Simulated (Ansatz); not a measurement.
# TiO2 (P2_1/c): G0W0 under other settings

Aim: change settings of a G0W0 run on TiO2 (P2_1/c) and see what moves.

Calculated with Ansatz 0.2.0; G0W0 on LDA, plane waves, PAW; PAW set soft_1.

**1. The starting structure**

Symmetry: P2_1/c, No. 14, monoclinic system. Conventional cell: a = 4.813 Å, b = 4.872 Å, c = 5.041 Å, α = 90.00°, β = 99.86°, γ = 90.00°. Nearest to Ti lie 7 O at 1.88 to 2.20 Å. Nearest to O lie 4 Ti at 2.00 to 2.20 Å. Nearest to O lie 3 Ti at 1.88 to 2.03 Å. Farther neighbours and most contacts between anions are not listed.

The cell and positions are those that the Materials Project relaxed with its own functionals (PBE, PBE+U or r2SCAN), kept fixed. This is not the form that TiO2 usually takes at ambient conditions.

**2. The base run: 2×2×2 mesh, 264 empty bands, screening to 100 eV, PAW set soft_1 files**

G0W0 replaces the xc potential by the self-energy, built once from these orbitals. Only a window of levels is corrected, while the sums run over the empty bands that the input names. This step takes PAW set soft_1 files.

Contents of input.yaml:

```yaml
crystal:
  lattice:
    - [4.8126997814, 0.0, 0.0]
    - [0.0, 4.87188446, 0.0]
    - [-0.8628854487, 0.0, 4.9665942755]
  atoms:
    - { symbol: Ti, position: [0.27743526, 0.44719164, 0.71314827] }
    - { symbol: Ti, position: [0.72256474, 0.94719164, 0.78685173] }
    - { symbol: Ti, position: [0.72256474, 0.55280836, 0.28685173] }
    - { symbol: Ti, position: [0.27743526, 0.05280836, 0.21314827] }
    - { symbol: O, position: [0.44536099, 0.74236826, 0.96677186] }
    - { symbol: O, position: [0.55463901, 0.24236826, 0.53322814] }
    - { symbol: O, position: [0.55463901, 0.25763174, 0.03322814] }
    - { symbol: O, position: [0.44536099, 0.75763174, 0.46677186] }
    - { symbol: O, position: [0.06383822, 0.32303448, 0.35155674] }
    - { symbol: O, position: [0.93616178, 0.82303448, 0.14844326] }
    - { symbol: O, position: [0.93616178, 0.67696552, 0.64844326] }
    - { symbol: O, position: [0.06383822, 0.17696552, 0.85155674] }
kpoints:
  mp_grid: { grid: [2, 2, 2] }
hamiltonian:
  xc: lda
  pseudopotentials: { kind: paw, azcp: { folder: soft_1 }, xc_functional: pbe }
scf:
  occupations: { method: fixed }
gw:
  n_empty_bands: 264
  ecut_chi: 100
  qp_bands: [v4, c4]
  qp_kpoints: band_edges
  screening: { model: contour_deformation }
```

Run with:

```bash
$ ansatz run input.yaml --threads 2 --pin off --max-ram 92160MiB --backend cuda --events-out ev --progress --plain --runs-dir out --devices 1 --max-vram 13GiB
```

Numbers of over 12 decimals in the logs are rounded to 6 here.

Output:

```text
GPUs: using 1 of 1 available (devices: 1).
Engine: ansatz 0.2.0, x86_64-unknown-linux-gnu
Pseudopotentials: kind: paw
Pseudopotential: Ti, paw, valence charge 12, recommended cutoff 420 eV (normal), soft_1/Ti.paw.azcp
Pseudopotential: O, paw, valence charge 6, recommended cutoff 420 eV (normal), soft_1/O.paw.azcp
Functional definition: SPW92
  exchange = slater_x
  correlation = pw_c
device memory: the entry about to start is reckoned to put 1.7 GiB on a device that reports 43.7 GiB free (of which the cap on the GPU budget leaves the run 13.0 GiB)
GPU FFT provider: cuFFT
GPU libraries: cuBLAS 13.8.2, cuFFT 12.4.0, cuSOLVER 12.3.4
Crystal: 12 atoms, lattice volume = 116.451 Å³
Basis set: ecut = 420 eV, 2283 PW (Γ)
Bands: 60, of which v1, the nominal top of the filled ones, is band 48 counted from 1 (47 counted from 0)
Symmetry: 4 space group operations
Space group: P21/c (ITA 14), of the structure as read, at distance tolerance 4.9e-5 Å
k-points: 8
Non-local potential: Ti, projectors of the file, l = 0: 3, l = 1: 2, l = 2: 3, l = 3: 1
Non-local potential: O, projectors of the file, l = 0: 2, l = 1: 2, l = 2: 1
PAW form: soft (Blöchl's): semilocal exchange-correlation on the pseudo side does not see the compensation charge
PAW frozen core: Ti, regenerated for the run's functional, and the local potential with it (the file was generated under x = pbe(κ = 0.804, μ = 0.219515), c = pbe(β = 0.066725))
PAW frozen core: O, regenerated for the run's functional, and the local potential with it (the file was generated under x = pbe(κ = 0.804, μ = 0.219515), c = pbe(β = 0.066725))
PAW one-centre angular grid: Ti, 590 points (default); XC on 64 Gauss nodes
PAW one-centre angular grid: O, 110 points (default); XC on 64 Gauss nodes
Initial density: superposition of atomic densities (chi_scale 0.1, normalization cell, long waves kept (reshape's long-wave potential 0.02 eV rms))
Initial wavefunctions: pseudopotential atomic-orbital guess
GPU buffer pool allocated for 46656 grid points (all kernels)
GPU transforms: local potential and band sums: pruned to the plane-wave sphere, on 36×36×36
Functional: x = slater, c = lda
SCF iter   1: F=—  HF=-14261.187107 eV  |F-HF|=—  |Δ(HF+E_count)|=         —  Δρ=5.13e-2  dr2=2.76e0  ethr=3.10e-3  ⟨swp⟩=3.5  Hψ=1400  notcnv=0  defer=46
preconditioner: auto → Resta (q_TF=auto, 2.642 Å⁻¹)  ε∞=8.8  [insulator: Δε(μ)=2.172 eV  Ē_g=9.838 eV  n_scr=30 (ndim 8)  ℏωp=27.5 eV  f_vac=0.000  ε∞_Penn≈8.8]
SCF iter   2: F=—  HF=-14261.006188 eV  |F-HF|=—  |Δ(HF+E_count)|=   1.81e-1  Δρ=3.10e-2  dr2=9.69e-1  ethr=2.87e-3  ⟨swp⟩=2.0  Hψ=581  notcnv=0  defer=67
SCF iter   3: F=—  HF=-14260.935726 eV  |F-HF|=—  |Δ(HF+E_count)|=   7.05e-2  Δρ=2.56e-2  dr2=7.94e-1  ethr=1.01e-3  ⟨swp⟩=2.0  Hψ=660  notcnv=0  defer=68
[...]
NSCF: frozen V_eff on 1 k-points
device memory: the entry about to start is reckoned to put 0.7 GiB on a device that reports 43.6 GiB free (of which the cap on the GPU budget leaves the run 13.0 GiB)
NSCF: frozen V_eff on 1 k-points
SCF converged after 10 iterations
Free energy (F): -14260.788567 eV
Harris-Foulkes:  -14260.788567 eV  (|F-HF|=1.90e-9)
Internal energy: -14260.788567 eV  (E = F + TS)
E sigma→0 (E₀):  -14260.788567 eV
Fermi energy:    9.802757 eV
--- Per-component energies (eV) ---
  E_band       = -691.286674
  E_kinetic    = 2455.142338
  E_local      = -5931.139224  (includes V_loc(G=0)·N_el)
  E_nonlocal   = 679.233249
  E_hartree    = 2225.418936
  E_xc         = -1027.131036
  E_vxc        = -1308.779891  (∫ρ·V_xc dr)
  E_paw        = -5177.872729  (= ΣΔE_a)
  E_vpaw       = -1036.585313  (= ΣTr[D̂ρ^β])
  E_aug_tail   = 0.006058  (compensation charges beyond the density's cutoff)
  E_ewald      = -7486.525333
  E_core_change = 2.079174  (= ΣΔE_core)
  E_smearing   = -0.000000  (= −TS)
  E_closure    = 0.000000  (closes the sum)
  Σ components = -14260.788567   (vs F -14260.788567, Δ=0.00e0)
--- Band table (eV; the first three rows and the last of 8) ---
  k-point 0: bands = [... 44 lower, 9.1349, 9.2435, 9.7987, 9.8028, 12.1628, 12.2652, 12.6416, 12.7515, ... 8 higher]
  k-point 1: bands = [... 44 lower, 8.7151, 8.7151, 9.3900, 9.3900, 12.3760, 12.3760, 12.5926, 12.5926, ... 8 higher]
  k-point 2: bands = [... 44 lower, 8.8575, 8.8575, 9.4315, 9.4315, 12.5581, 12.5581, 12.9204, 12.9204, ... 8 higher]
  k-point 7: bands = [... 44 lower, 8.6091, 8.6091, 8.8761, 8.8761, 12.2740, 12.2740, 12.6294, 12.6294, ... 8 higher]
--- G₀W₀: contour deformation, 6 samples at zero and on the imaginary axis and 1 off it, 8 q-points, 264 empty bands' worth ---
  eigenvalues of the whole cell's RPA ε∞ on this k-mesh (on a slab, of 1 + 4πα/V) = 7.1877, 8.2334, 8.2644; static W/v taken at q = 0 is 0.126614
  gw.qp_kpoints: band_edges: 8 of 8 stored k-points solved, in 1 pass; an edge of the gap read off the rows below is read off those points alone
    ik  band        ε_KS         Σx   Σc(E_QP)       V_xc       Z   E_QP_lin       E_QP  E_QP is
     0    45      9.1349   -25.6124     4.4176   -21.3142  0.7201     9.2541     9.2544  root
     0    46      9.2435   -25.7520     4.2910   -21.6246  0.7217     9.4066     9.4071  root
     0    47      9.7987   -25.8478     4.7327   -21.2059  0.7130     9.8894     9.8896  root
     0    48      9.8028   -26.4827     4.6927   -21.9103  0.7253     9.9228     9.9231  root
     0    49     12.1628   -13.1165    -7.4754   -22.2213  0.7170    13.8678    13.7922  root
     0    50     12.2652   -13.3606    -6.8579   -21.7786  0.7219    13.8899    13.8254  root
     0    51     12.6416   -13.3192    -7.7941   -22.7333  0.7044    14.3475    14.2615  root
     0    52     12.7515   -13.7742    -7.6035   -22.9758  0.7021    14.4347    14.3496  root
[...]
7    49     12.2740   -13.5400    -6.7936   -21.8673  0.7194    13.8709    13.8077  root
     7    50     12.2740   -13.5400    -6.7936   -21.8673  0.7194    13.8709    13.8077  root
     7    51     12.6294   -13.7190    -7.3164   -22.6343  0.7104    14.3058    14.2282  root
     7    52     12.6294   -13.7190    -7.3164   -22.6343  0.7104    14.3058    14.2282  root
```

Run time: 9.8 s. Hardware: 1 × NVIDIA H100 80GB HBM3 (shared by 6 runs) with 2 threads of AMD EPYC 7R13 (Zen 3), shared host; peak memory 1.2 GiB; 13 s of CPU time.

Reading the cycles: dr2 is the Hartree energy of the density residual (eV), the measure of convergence; HF is the Harris–Foulkes estimate of the energy, which meets the free energy F at convergence.

This step gave:

```yaml
bands_summed: 312
rpa_eps_infinity_on_this_mesh_eigenvalues: 7.188, 8.233, 8.264
plane_waves_in_the_screening_matrix: 261
q_points_in_the_mesh: 8
g0w0_gap_on_the_mesh: 3.637 eV
k_of_the_valence_top: 0, 0, 0
k_of_the_conduction_bottom: -0.5, 0, 0
starting_gap_on_the_mesh: 2.206 eV
z_at_the_valence_top: 0.7253
z_at_the_conduction_bottom: 0.7237
least_direct_g0w0_gap_on_the_computed_points: 3.738 eV
```

The gap on the mesh goes from 2.21 eV to 3.64 eV, a correction of +1.43 eV. Between the two edge states, bare exchange in place of the xc potential would open the gap by 13.00 eV, and correlation takes back 11.57 eV.

**3. Variant: guard bands**

input.yaml: that of step 2 with these lines changed.

```diff
@@ -26,4 +26,4 @@
 gw:
-  n_empty_bands: 264
-  ecut_chi: 100
+  n_empty_bands: 189
+  ecut_chi: 80
   qp_bands: [v4, c4]
@@ -31 +31,2 @@
   screening: { model: contour_deformation }
+  n_guard_bands: 12
```

Output:

```text
GPUs: using 1 of 1 available (devices: 1).
[...]
GPU FFT provider: cuFFT
GPU libraries: cuBLAS 13.8.2, cuFFT 12.4.0, cuSOLVER 12.3.4
Crystal: 12 atoms, lattice volume = 116.451 Å³
Basis set: ecut = 420 eV, 2283 PW (Γ)
Bands: 60, of which v1, the nominal top of the filled ones, is band 48 counted from 1 (47 counted from 0)
Symmetry: 4 space group operations
[...]
k-points: 8
[...]
GPU buffer pool allocated for 46656 grid points (all kernels)
[...]
SCF iter   1: F=—  HF=-14261.187107 eV  |F-HF|=—  |Δ(HF+E_count)|=         —  Δρ=5.13e-2  dr2=2.76e0  ethr=3.10e-3  ⟨swp⟩=3.5  Hψ=1400  notcnv=0  defer=46
[...]
SCF iter  10: F=-14260.788567 eV  HF=-14260.788567 eV  |F-HF|=1.90e-9  |Δ(HF+E_count)|=   2.54e-8  Δρ=3.14e-6  dr2=1.26e-8  ethr=1.04e-10  ⟨swp⟩=9.4  Hψ=1493  notcnv=0
SCF 1 converged in 10 iterations: F = -14260.788567 eV  dr2 = 1.26e-8
[...]
NSCF: frozen V_eff on 8 k-points
[...]
G₀W₀ screening: q 1/8
[... further progress lines ...]
[...]
SCF converged after 10 iterations
Free energy (F): -14260.788567 eV
[...]
Internal energy: -14260.788567 eV  (E = F + TS)
E sigma→0 (E₀):  -14260.788567 eV
Fermi energy:    9.802757 eV
[...]
--- Band table (eV; the first three rows and the last of 8) ---
  k-point 0: bands = [... 44 lower, 9.1349, 9.2435, 9.7987, 9.8028, 12.1628, 12.2652, 12.6416, 12.7515, ... 8 higher]
  k-point 1: bands = [... 44 lower, 8.7151, 8.7151, 9.3900, 9.3900, 12.3760, 12.3760, 12.5926, 12.5926, ... 8 higher]
  k-point 2: bands = [... 44 lower, 8.8575, 8.8575, 9.4315, 9.4315, 12.5581, 12.5581, 12.9204, 12.9204, ... 8 higher]
  k-point 7: bands = [... 44 lower, 8.6091, 8.6091, 8.8761, 8.8761, 12.2740, 12.2740, 12.6294, 12.6294, ... 8 higher]
[...]
bands read: the sum over 237 bands ends inside a degenerate multiplet in 6 slots, whose members it reads at an even weight; the widest, k=1: bands 237 to 238 (counted from 1) at 1/2 each
[...]
`?` marks the rows in doubt; gw_qp.tsv's column doubts and the gw_qp event give each row's grounds
[...]
0    45      9.1349   -25.6124     4.5352   -21.3142  0.7225     9.3709     9.3719  root
     0    46      9.2435   -25.7520     4.4112   -21.6246  0.7241     9.5259     9.5272  root
     0    47      9.7987   -25.8478     4.8374   -21.2059  0.7160     9.9934     9.9941  root
     0    48      9.8028   -26.4827     4.8150   -21.9103  0.7279    10.0444    10.0454  root
     0    49     12.1628   -13.1165    -7.3467   -22.2213  0.7187    14.0136    13.9209  root
     0    50     12.2652   -13.3606    -6.7337   -21.7786  0.7237    14.0281    13.9496  root
     0    51     12.6416   -13.3192    -7.6644   -22.7333  0.7063    14.4959    14.3912  root ?
     0    52     12.7515   -13.7742    -7.4742   -22.9758  0.7041    14.5824    14.4789  root ?
     1    45      8.7151   -25.2637     4.7453   -20.7095  0.7130     8.9055     8.9063  root
     1    46      8.7151   -25.2637     4.7453   -20.7095  0.7130     8.9055     8.9063  root
[...]
2    51     12.9204   -13.9997    -7.2965   -23.0271  0.7073    14.7529    14.6512  root ?
     2    52     12.9204   -13.9997    -7.2965   -23.0271  0.7073    14.7529    14.6512  root ?
[...]
7    49     12.2740   -13.5400    -6.6667   -21.8673  0.7212    14.0122    13.9346  root
     7    50     12.2740   -13.5400    -6.6667   -21.8673  0.7212    14.0122    13.9346  root
     7    51     12.6294   -13.7190    -7.1847   -22.6343  0.7123    14.4552    14.3599  root
     7    52     12.6294   -13.7190    -7.1847   -22.6343  0.7123    14.4552    14.3599  root
```

Run time: 8.8 s. Hardware: 1 × NVIDIA H100 80GB HBM3 (shared by 6 runs) with 2 threads; peak memory 1.1 GiB.

The G0W0 gap on the mesh is 3.639 eV.

Against the base:

```tsv
setting	base	variant
empty bands	264	189
screening cutoff (eV)	100	80
n guard bands	-	12
```

```tsv
quantity	variant	base
starting gap on the mesh	2.206	2.206
G0W0 gap on the mesh	3.639	3.637
least direct G0W0 gap on the computed points	3.756	3.738
Z at the valence top	0.728	0.725
Z at the conduction bottom	0.725	0.724
```

**4. Variant: coarser q mesh**

input.yaml: that of step 3 with these lines changed.

```diff
@@ -26,4 +26,4 @@
 gw:
-  n_empty_bands: 189
-  ecut_chi: 80
+  n_empty_bands: 264
+  ecut_chi: 100
   qp_bands: [v4, c4]
@@ -31,2 +31,2 @@
   screening: { model: contour_deformation }
-  n_guard_bands: 12
+  q_mesh: [1, 1, 1]
```

Output:

```text
GPUs: using 1 of 1 available (devices: 1).
[...]
GPU FFT provider: cuFFT
GPU libraries: cuBLAS 13.8.2, cuFFT 12.4.0, cuSOLVER 12.3.4
Crystal: 12 atoms, lattice volume = 116.451 Å³
Basis set: ecut = 420 eV, 2283 PW (Γ)
Bands: 60, of which v1, the nominal top of the filled ones, is band 48 counted from 1 (47 counted from 0)
Symmetry: 4 space group operations
[...]
k-points: 8
[...]
GPU buffer pool allocated for 46656 grid points (all kernels)
[...]
SCF iter   1: F=—  HF=-14261.187107 eV  |F-HF|=—  |Δ(HF+E_count)|=         —  Δρ=5.13e-2  dr2=2.76e0  ethr=3.10e-3  ⟨swp⟩=3.5  Hψ=1400  notcnv=0  defer=46
[...]
SCF iter  10: F=-14260.788567 eV  HF=-14260.788567 eV  |F-HF|=1.90e-9  |Δ(HF+E_count)|=   2.54e-8  Δρ=3.14e-6  dr2=1.26e-8  ethr=1.04e-10  ⟨swp⟩=9.4  Hψ=1493  notcnv=0
SCF 1 converged in 10 iterations: F = -14260.788567 eV  dr2 = 1.26e-8
[...]
G₀W₀ screening: q 1/1
[... further progress lines ...]
[...]
SCF converged after 10 iterations
Free energy (F): -14260.788567 eV
[...]
Internal energy: -14260.788567 eV  (E = F + TS)
E sigma→0 (E₀):  -14260.788567 eV
Fermi energy:    9.802757 eV
[...]
--- Band table (eV; the first three rows and the last of 8) ---
  k-point 0: bands = [... 44 lower, 9.1349, 9.2435, 9.7987, 9.8028, 12.1628, 12.2652, 12.6416, 12.7515, ... 8 higher]
  k-point 1: bands = [... 44 lower, 8.7151, 8.7151, 9.3900, 9.3900, 12.3760, 12.3760, 12.5926, 12.5926, ... 8 higher]
  k-point 2: bands = [... 44 lower, 8.8575, 8.8575, 9.4315, 9.4315, 12.5581, 12.5581, 12.9204, 12.9204, ... 8 higher]
  k-point 7: bands = [... 44 lower, 8.6091, 8.6091, 8.8761, 8.8761, 12.2740, 12.2740, 12.6294, 12.6294, ... 8 higher]
[...]
0    45      9.1349   -26.5260     5.2347   -21.3142  0.7048     9.1578     9.1578  root
     0    46      9.2435   -26.6576     5.1021   -21.6246  0.7056     9.3124     9.3126  root
     0    47      9.7987   -26.8412     5.6284   -21.2059  0.6979     9.7917     9.7917  root
     0    48      9.8028   -27.4761     5.5791   -21.9103  0.7093     9.8161     9.8161  root
     0    49     12.1628   -12.3164    -8.2485   -22.2213  0.7058    13.9167    13.8192  root
     0    50     12.2652   -12.7651    -7.4542   -21.7786  0.7109    13.9036    13.8245  root
     0    51     12.6416   -12.8679    -8.2352   -22.7333  0.6982    14.3702    14.2717  root
     0    52     12.7515   -13.0550    -8.2758   -22.9758  0.6939    14.5035    14.3965  root ?
     1    45      8.7151   -25.9582     5.2753   -20.7095  0.6992     8.7418     8.7418  root
[...]
7    49     12.2740   -13.0715    -7.2712   -21.8673  0.7106    13.8728    13.7986  root
     7    50     12.2740   -13.0715    -7.2712   -21.8673  0.7106    13.8728    13.7986  root
     7    51     12.6294   -13.3237    -7.7198   -22.6343  0.7031    14.3121    14.2201  root
     7    52     12.6294   -13.3237    -7.7198   -22.6343  0.7031    14.3121    14.2201  root
```

Run time: 11 s. Hardware: 1 × NVIDIA H100 80GB HBM3 (shared by 6 runs) with 2 threads; peak memory 1.1 GiB.

Against the base:

```tsv
setting	base	variant
q mesh	-	[1, 1, 1]
```

```tsv
quantity	variant	base
starting gap on the mesh	2.206	2.206
G0W0 gap on the mesh	3.737	3.637
least direct G0W0 gap on the computed points	3.838	3.738
Z at the valence top	0.709	0.725
Z at the conduction bottom	0.712	0.724
```

**5. Summary of results**

* base: 3.64 eV, 9.8 s
* guard bands: 3.64 eV, 8.8 s
* coarser q mesh: 3.74 eV, 11 s

In words: Guard bands: the gap moves by +0.002 eV. The variant differs from the base in empty bands, screening cutoff and n guard bands together, so the change can't be laid to one of them. Coarser q mesh: the gap moves by +0.10 eV; such settings are too crude to quote. All runs here use a coarse mesh and modest cutoffs; they test settings and are not final values. The 2×2×2 mesh is coarse for this cell (its supercell is 10 Å along the shortest edge). The RPA ε∞ on it, from the LDA start, is 7.19, 8.23 and 8.26; such meshes misread the long-range screening, most where the gap is narrow.

[Paths, hosts, dates, memory and timing lines, banners, echoed tables and standing remarks are left out of the program output.]

[Logs are printed without paths, hosts, clocks, repeated set-up lines and the standing remarks that a program may print on its own settings, such as how far it seeks lower states.]

[Runs of the session that timed out or met a known fault of the program may be left out.]

[Cells called generated may have been cut or substituted from an entry of the Crystallography Open Database or the Materials Project.]

[Hosts, paths, dates, database ids (printed as entryN), source tags and the programs' standing remarks are cut or masked in the printed files.]
